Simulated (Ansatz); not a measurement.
# Relaxing Cr

Level of theory: DFT PBEsol, scalar-relativistic, plane waves, PAW in Ansatz. Cutoff 420 eV, Γ-centred k mesh, Gaussian smearing, no spin polarisation in the final step.

The start puts Cr on the beta-tin structure type (I4_1/amd, No. 141), at a guessed volume.

```
Cr
1.0
    -2.30903    2.30903    1.25962
     2.30903   -2.30903    1.25962
     2.30903    2.30903   -1.25962
Cr
2
Direct
  0.00000 0.00000 0.00000
  0.75000 0.25000 0.50000
```

Cell and atoms relax at zero pressure; the relaxation can't lower the symmetry of the start. After a coarse first stage the cell is made exact in the group found at 0.06 Å.

Energies count from the standard state of Cr at the same level.

What does it relax into?

It keeps I4_1/amd (No. 141). The result has the beta-tin structure. Conventional cell: a = 4.440 Å, c = 2.405 Å. Cr is coordinated by 6 Cr at 2.30–2.40 Å.

```xyz
2
Lattice="-2.2201 2.2201 1.2025 2.2201 -2.2201 1.2025 2.2201 2.2201 -1.2025" Properties=species:S:1:pos:R:3 pbc="T T T"
Cr    0.0000    0.0000    0.0000
Cr    0.0000    2.2201    0.6012
```

What are its volume, energy, density and gap?

The volume per atom is 11.85 Å³, the density is 7.28 g/cm³ and the energy over the standard structure is 0.77 eV/atom. The gap on the 26×26×26 mesh is 0 eV (a metal).

The final run used a 26×26×26 mesh on its 2-atom cell and 0.10 eV smearing. The k mesh leaves about 4 meV/atom of noise in metals. A structure relaxed within its symmetry needn't be a true minimum. The steps took roughly 3 core-minutes in all.